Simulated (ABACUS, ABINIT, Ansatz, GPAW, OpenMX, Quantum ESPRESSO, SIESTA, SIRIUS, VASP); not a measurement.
# One calculation of Sn, 10 ways

```
Sn
1.0
    -2.94014    2.94014    1.59930
     2.94014   -2.94014    1.59930
     2.94014    2.94014   -1.59930
Sn
2
Direct
  0.00000 0.00000 0.00000
  0.75000 0.25000 0.50000
```

Alike in all runs: task single point; functional PBE; k mesh 9 × 9 × 9; occupations fermi-dirac, width 0.05 eV; no spin polarisation; no spin-orbit coupling. Pressure is positive in compression and, in plane waves, holds the error of the finite cutoff, which Ansatz's Pulay term estimates and takes out.

| program and potentials | plane-wave cutoff (eV) | notes | pressure (GPa) |
| --- | --- | --- | --- |
| SIESTA, files PseudoDojo sr-pbe-0.4.1-standard, DZP (energy shift 0.003 Ry; two zetas on semicore shells) | - | atomic basis | 2.25 |
| ABINIT, JTH PAW PBE v2.0 | 599 | - | 1.47 |
| Ansatz, Ansatz PAW (earlier soft set) | 420 | - | 1.40 |
| GPAW, GPAW PAW data sets (gpaw-data 1.2.1) | 600 | - | 1.13 |
| VASP, PBE PAW files Sn_d, 520 eV | 520 | - | 1.35 |
| Quantum ESPRESSO, SSSP 1.3 efficiency PBE | 816 | - | 1.44 |
| Ansatz, all-electron LAPW, scalar-relativistic | - | - | 1.40 |
| SIRIUS, PseudoDojo 0.4.1 PBE standard (scalar relativistic) | 983 | - | 1.45 |
| ABACUS, PseudoDojo NC SR 0.4.1 PBE standard, plane waves | 993 | - | 1.47 |
| OpenMX, OpenMX 2013 PBE set, Sn7.0-s3p2d2, grid cutoff 260 Ry | - | atomic basis | -7.00 |

The pressure spans -7.00 (OpenMX, OpenMX 2013 PBE set, Sn7.0-s3p2d2, grid cutoff 260 Ry) to 2.25 GPa (SIESTA, files PseudoDojo sr-pbe-0.4.1-standard, DZP (energy shift 0.003 Ry; two zetas on semicore shells)), with all-electron results at 1.40. The pressure on the cell as given of OpenMX, OpenMX 2013 PBE set, Sn7.0-s3p2d2, grid cutoff 260 Ry lies far from the others; the cause wasn't traced. Rows in atomic bases carry the error of their basis and grid, which can be large.

The functional is the same throughout but for its coding, so the spread measures potentials, basis and numerics; runs on potential files found faulty are left out.
